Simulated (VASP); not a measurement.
A run of VASP 6.6.1 is set up as follows.

Contents of INCAR:

```
  PREC = Accurate
  ENCUT = 600
  EDIFF = 1E-6
  ISMEAR = 0
  SIGMA = 0.03
  LREAL = F
  LASPH = T
  NELM = 80
  ALGO = Normal
  ISIF = 3
  LWAVE = F
  LCHARG = F
  GGA = PE
  IVDW = 12
  IBRION = 2
  NSW = 90
  EDIFFG = -0.01
  KPAR = 2
```

KPOINTS

```
Automatic mesh
0
Gamma
  7 7 7
```

File POSCAR:

```
Al2O3
1.0
    2.3802500000      1.3742379782      4.3318666667
   -2.3802500000      1.3742379782      4.3318666667
    0.0000000000     -2.7484759565      4.3318666667
Al O
4 6
Direct
    0.3521600000      0.3521600000      0.3521600000
    0.1478400000      0.1478400000      0.1478400000
    0.6478400000      0.6478400000      0.6478400000
    0.8521600000      0.8521600000      0.8521600000
    0.5566800000      0.9433200000      0.2500000000
    0.2500000000      0.5566800000      0.9433200000
    0.9433200000      0.2500000000      0.5566800000
    0.4433200000      0.0566800000      0.7500000000
    0.7500000000      0.4433200000      0.0566800000
    0.0566800000      0.7500000000      0.4433200000
```

Potentials or basis: VASP PAW PBE potentials, release 64 (Al, O).

Run with:

```console
$ cat potpaw_PBE.64/Al/POTCAR potpaw_PBE.64/O/POTCAR > POTCAR
$ mpirun -np 2 vasp_std > vasp.out
```

(1) Predict the space group after relaxing (to 0.05 Å).

(2) What does it give for the band gap on the k mesh?

(3) What does it give for the relaxed cell?

(4) What does it give for the dispersion energy per atom?

Answers

(1) R-3c (No. 167).

(2) 6.10 eV, direct.

(3) a = 5.145 Å, b = 5.145 Å, c = 5.145 Å, α = 55.33°, β = 55.33°, γ = 55.33°.

(4) -0.234 eV.

Caveat: an odd mesh through Γ misses points on the zone boundary, where band edges often lie.
